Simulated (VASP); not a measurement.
# NaH in VASP: one cell, several levels of theory, part 2 of 2

The system is NaH, NiAs type, a generated structure that needn't be the ground state.

VASP 6.6.1, plane waves, PAW.

## Step 3: r2SCAN at this geometry

Contents of INCAR:

```
ENCUT = 520.000000
SIGMA = 0.010000
EDIFF = 1.00e-07
ALGO = Normal
METAGGA = R2SCAN
PREC = Accurate
IBRION = -1
ISIF = 2
ISMEAR = 0
NBANDS = 16
NELM = 120
NSW = 0
LASPH = .TRUE.
LCHARG = .FALSE.
LWAVE = .FALSE.
LREAL = .FALSE.
```

Contents of KPOINTS:

```
KPOINTS created by Atomic Simulation Environment
0
Gamma
12 12 4
0 0 0
```

Contents of KPOINTS_OPT:

```
special points
8
Reciprocal
0.0000000000 0.0000000000 0.0000000000 1
0.5000000000 0.0000000000 0.0000000000 1
0.3333333333 0.3333333333 0.0000000000 1
0.0000000000 0.0000000000 0.5000000000 1
0.5000000000 0.0000000000 0.5000000000 1
0.3333333333 0.3333333333 0.5000000000 1
0.0000000000 -0.5000000000 0.2500000000 1
0.2656250000 0.2708330000 0.0000000000 1
```

Contents of POSCAR:

```
Na H
 1.0000000000000000
     3.2700352224183038    0.0000000000000000    0.0000000000000000
    -1.6350176112091519    2.8319335738841485    0.0000000000000000
     0.0000000000000000    0.0000000000000000    5.7446556689000001
 Na  H
   2   2
Cartesian
  0.0000000000000000  0.0000000000000000  0.0000000000000000
  0.0000000000000000  0.0000000000000000  2.8723278344499996
 -0.0000000000000001  1.8879557159227651  1.4361639172249998
  1.6350176112091515  0.9439778579613826  4.3084917516749988
```

Command:

```console
> mpirun -np 1 vasp_std
```

Standard output, without the iteration lines:

```text
POSCAR found type information on POSCAR NaH
 POSCAR found :  2 types and       4 ions
 -----------------------------------------------------------------------------
|                                                                             |
|                                                                             |
|     You enforced a specific xc type in the INCAR file but a different       |
|     I HOPE YOU KNOW WHAT YOU ARE DOING!                                     |
|                                                                             |
 -----------------------------------------------------------------------------

 LDA part: xc-table for (None), standard interpolation
 POSCAR, INCAR and KPOINTS ok, starting setup
 FFT: planning ... GRIDC
 FFT: planning ... GRID_SOFT
 FFT: planning ... GRID
 WAVECAR not read
 entering main loop
 Start KPOINTS_OPT (optional k-point list driver)
k-point batch [1-8\8]
```

OSZICAR:

```text
N       E                     dE             d eps       ncg     rms          rms(c)
DAV:   1     0.113410575253E+03    0.11341E+03   -0.86481E+03  1832   0.112E+03
DAV:   2    -0.106621352761E+02   -0.12407E+03   -0.11945E+03  1944   0.315E+02
DAV:   3    -0.165606870705E+02   -0.58986E+01   -0.58843E+01  2368   0.721E+01
DAV:   4    -0.166416230701E+02   -0.80936E-01   -0.80931E-01  2120   0.949E+00
DAV:   5    -0.166431699691E+02   -0.15469E-02   -0.15469E-02  2336   0.124E+00    0.441E+00
DAV:   6    -0.152636009847E+02    0.13796E+01   -0.53222E-01  2184   0.841E+00    0.246E+00
DAV:   7    -0.150077837090E+02    0.25582E+00   -0.58170E-01  2408   0.454E+00    0.598E-01
DAV:   8    -0.150138762657E+02   -0.60926E-02   -0.25164E-02  1904   0.907E-01    0.302E-01
DAV:   9    -0.150183765258E+02   -0.45003E-02   -0.46590E-03  1960   0.704E-01    0.131E-01
DAV:  10    -0.150177688762E+02    0.60765E-03   -0.24557E-04  2112   0.121E-01    0.116E-02
DAV:  11    -0.150179306592E+02   -0.16178E-03   -0.43742E-05  2296   0.413E-02    0.712E-03
DAV:  12    -0.150180098213E+02   -0.79162E-04   -0.18871E-06  2152   0.889E-03    0.278E-03
DAV:  13    -0.150180170701E+02   -0.72488E-05   -0.21141E-07  2160   0.686E-03    0.834E-04
DAV:  14    -0.150180225350E+02   -0.54649E-05   -0.10441E-08  1200   0.111E-03    0.452E-04
DAV:  15    -0.150180246175E+02   -0.20824E-05   -0.13755E-08  1120   0.146E-03    0.421E-05
DAV:  16    -0.150180248165E+02   -0.19900E-06   -0.13235E-09  1096   0.341E-04    0.282E-05
DAV:  17    -0.150180248016E+02    0.14817E-07   -0.19933E-10  1048   0.162E-04
   1 F= -.15018025E+02 E0= -.15018025E+02  d E =-.175815E-17
       N       E                     dE             ncg
DAV:   1     0.626864093919E+00   -0.52906E+04      256
DAV:   2    -0.103324631444E+04   -0.10339E+04      288
DAV:   3    -0.108205214938E+04   -0.48806E+02      320
DAV:   4    -0.108278855934E+04   -0.73641E+00      312
DAV:   5    -0.108280524139E+04   -0.16682E-01      328
DAV:   6    -0.108280572922E+04   -0.48783E-03      328
DAV:   7    -0.108280574941E+04   -0.20190E-04      328
DAV:   8    -0.108280575034E+04   -0.92762E-06      256
DAV:   9    -0.108280575038E+04   -0.39238E-07      184
```

OUTCAR, selected sections:

```text
k-points           NKPTS =     57   k-points in BZ     NKDIM =     57   number of bands    NBANDS=     16

   NELECT =      16.0000    total number of electrons

   dimension x,y,z NGX =    24 NGY =   24 NGZ =   48
   dimension x,y,z NGXF=    48 NGYF=   48 NGZF=   96

  energy-cutoff  :      520.00
  volume of cell :       53.20
      direct lattice vectors                 reciprocal lattice vectors
     3.270035222  0.000000000  0.000000000     0.305807104  0.176557814  0.000000000
    -1.635017611  2.831933574  0.000000000     0.000000000  0.353115627  0.000000000
     0.000000000  0.000000000  5.744655669     0.000000000  0.000000000  0.174074837

 k-points in reciprocal lattice and weights: KPOINTS created by Atomic Simulation Env
   0.00000000  0.00000000  0.00000000       0.002
   0.08333333 -0.00000000  0.00000000       0.010
   0.16666667 -0.00000000  0.00000000       0.010
   0.25000000 -0.00000000  0.00000000       0.010
   0.33333333 -0.00000000  0.00000000       0.010
   0.41666667 -0.00000000  0.00000000       0.010
   0.50000000 -0.00000000  0.00000000       0.005
   0.08333333  0.08333333  0.00000000       0.010
[... 49 more k-points ...]

 E-fermi :  -1.1964

 k-point     1 :       0.0000    0.0000    0.0000
  band No.  band energies     occupation
      1     -24.3898      2.00000
      2     -24.2176      2.00000
      3     -24.2172      2.00000
      4     -24.1965      2.00000
      5     -24.1962      2.00000
      6     -24.1763      2.00000
      7      -4.9638      2.00000
      8      -2.4385      2.00000
      9       2.8565      0.00000
     10      10.5556      0.00000
     11      11.4883      0.00000
     12      13.6233      0.00000
     13      13.6240      0.00000
     14      13.6540      0.00000
     15      15.0851      0.00000
     16      16.5263      0.00000

 k-point     2 :       0.0833   -0.0000    0.0000
  band No.  band energies     occupation
      1     -24.3880      2.00000
      2     -24.2245      2.00000
      3     -24.2190      2.00000
      4     -24.2024      2.00000
      5     -24.1978      2.00000
      6     -24.1757      2.00000
      7      -4.8449      2.00000
      8      -2.3652      2.00000
      9       2.9941      0.00000
     10      10.2518      0.00000
     11      10.3558      0.00000
     12      13.0566      0.00000
     13      13.2829      0.00000
     14      14.5532      0.00000
     15      14.9923      0.00000
     16      16.2599      0.00000

 k-point     3 :       0.1667   -0.0000    0.0000
  band No.  band energies     occupation
      1     -24.3832      2.00000
      2     -24.2440      2.00000
      3     -24.2233      2.00000
      4     -24.2190      2.00000
      5     -24.2016      2.00000
      6     -24.1738      2.00000
      7      -4.4957      2.00000
      8      -2.1559      2.00000
      9       3.4010      0.00000
     10       8.5022      0.00000
     11       9.3691      0.00000
     12      12.3765      0.00000
     13      12.6326      0.00000
     14      14.0573      0.00000
     15      14.6132      0.00000
     16      15.3186      0.00000

 k-point     4 :       0.2500   -0.0000    0.0000
  band No.  band energies     occupation
      1     -24.3766      2.00000
      2     -24.2705      2.00000
      3     -24.2416      2.00000
      4     -24.2291      2.00000
      5     -24.2068      2.00000
      6     -24.1713      2.00000
      7      -3.9413      2.00000
      8      -1.8494      2.00000
      9       4.0594      0.00000
     10       6.7345      0.00000
     11       8.0511      0.00000
     12      11.9349      0.00000
     13      12.0212      0.00000
     14      12.3806      0.00000
     15      13.4495      0.00000
     16      14.4477      0.00000

 k-point     5 :       0.3333   -0.0000    0.0000
  band No.  band energies     occupation
      1     -24.3700      2.00000
      2     -24.2967      2.00000
      3     -24.2641      2.00000
      4     -24.2349      2.00000
      5     -24.2120      2.00000
      6     -24.1687      2.00000
      7      -3.2343      2.00000
      8      -1.5387      2.00000
      9       4.9356      0.00000
     10       5.2273      0.00000
     11       6.7539      0.00000
     12      10.7131      0.00000
     13      11.4618      0.00000
     14      11.5564      0.00000
     15      12.7999      0.00000
     16      13.8032      0.00000

 k-point     6 :       0.4167   -0.0000    0.0000
  band No.  band energies     occupation
      1     -24.3652      2.00000
      2     -24.3158      2.00000
      3     -24.2805      2.00000
      4     -24.2391      2.00000
      5     -24.2158      2.00000
      6     -24.1669      2.00000
      7      -2.4869      2.00000
      8      -1.3979      2.00000
      9       4.1906      0.00000
     10       5.7734      0.00000
     11       5.9512      0.00000
     12       9.2241      0.00000
     13      11.0605      0.00000
     14      11.2707      0.00000
     15      12.5188      0.00000
     16      13.4117      0.00000

 k-point     7 :       0.5000   -0.0000    0.0000
  band No.  band energies     occupation
      1     -24.3635      2.00000
      2     -24.3227      2.00000
      3     -24.2864      2.00000
      4     -24.2407      2.00000
      5     -24.2172      2.00000
      6     -24.1662      2.00000
      7      -2.0366      2.00000
      8      -1.4847      2.00000
      9       3.8240      0.00000
     10       5.3922      0.00000
     11       6.6473      0.00000
     12       8.3715      0.00000
     13      10.9107      0.00000
     14      11.1747      0.00000
     15      12.4380      0.00000
     16      13.2806      0.00000

 k-point     8 :       0.0833    0.0833    0.0000
  band No.  band energies     occupation
      1     -24.3847      2.00000
      2     -24.2374      2.00000
      3     -24.2224      2.00000
      4     -24.2133      2.00000
      5     -24.2008      2.00000
      6     -24.1744      2.00000
      7      -4.6108      2.00000
      8      -2.2236      2.00000
      9       3.2664      0.00000
     10       9.0847      0.00000
     11       9.6338      0.00000
     12      11.9090      0.00000
     13      13.7807      0.00000
     14      14.0815      0.00000
     15      14.4533      0.00000
     16      15.6989      0.00000

[... the tables of k-points 9 to 57 left out ...]

  Total        0.2797154      0.2797154      0.3520825      0.0000000      0.0000000     -0.0000000
  in kB        8.4241773      8.4241773     10.6036550      0.0000000      0.0000000     -0.0000000
  external PRESSURE =       9.1506698 kB  Pullay stress =       0.0000000 kB

 POSITION                                       TOTAL-FORCE (eV/Angst)
 -----------------------------------------------------------------------------------
      0.00000      0.00000      0.00000         0.000000      0.000000      0.000000
      0.00000      0.00000      2.87233         0.000000      0.000000      0.000000
      0.00000      1.88796      1.43616         0.000000      0.000000     -0.000000
      1.63502      0.94398      4.30849        -0.000000      0.000000     -0.000000
 -----------------------------------------------------------------------------------
    total drift:                                0.000000     -0.000000      0.000000

  FREE ENERGIE OF THE ION-ELECTRON SYSTEM (eV)
  ---------------------------------------------------
  free  energy   TOTEN  =       -15.0180248016 eV

  energy  without entropy=      -15.0180248016  energy(sigma->0) =      -15.01802480
```

Hardware: 1 MPI rank of Intel Xeon Platinum 8488C, shared host.

The levels at the points of KPOINTS_OPT are read from vasprun.xml.

Band energies at the special points (eV, zero at the top of v, the last band that the electrons fill by count):

```csv
point,v−1,v,c,c+1
Γ,-3.73,-1.20,4.09,11.79
M,-0.80,-0.25,5.06,6.63
K,-0.18,-0.18,6.51,6.74
A,-2.76,-2.76,7.46,7.46
L,-0.49,-0.49,5.02,5.02
H,-0.14,-0.14,5.81,5.81
```

The r2SCAN gap is 4.09 eV and indirect ((0.27, 0.27, 0.00) to Γ), with 5.17 eV as the least direct one. The pressure is 0.92 GPa; the forces vanish within 0.01 eV/Å.

## Step 4: What came out

What follows sums up all 2 parts.

| level | gap (eV) | pressure (GPa) | Ansatz: gap (eV) | Ansatz: pressure (GPa) |
| --- | --- | --- | --- | --- |
| PBE | 3.46 | 1.75 | 3.47 | 1.78 |
| r2SCAN | 4.09 | 0.92 | 4.07 | 1.14 |

The gap runs from 3.46 eV (PBE) to 4.09 eV (r2SCAN). At this one volume the pressure spans 0.9 GPa (r2SCAN) to 1.7 GPa (PBE): PBE wants the largest cell and r2SCAN the smallest. The two programs agree on the gap within 0.03 eV, far less than the spread between functionals. The two codes have different PAW datasets and cutoffs. VASP's cell holds 16 valence electrons and Ansatz's 20.
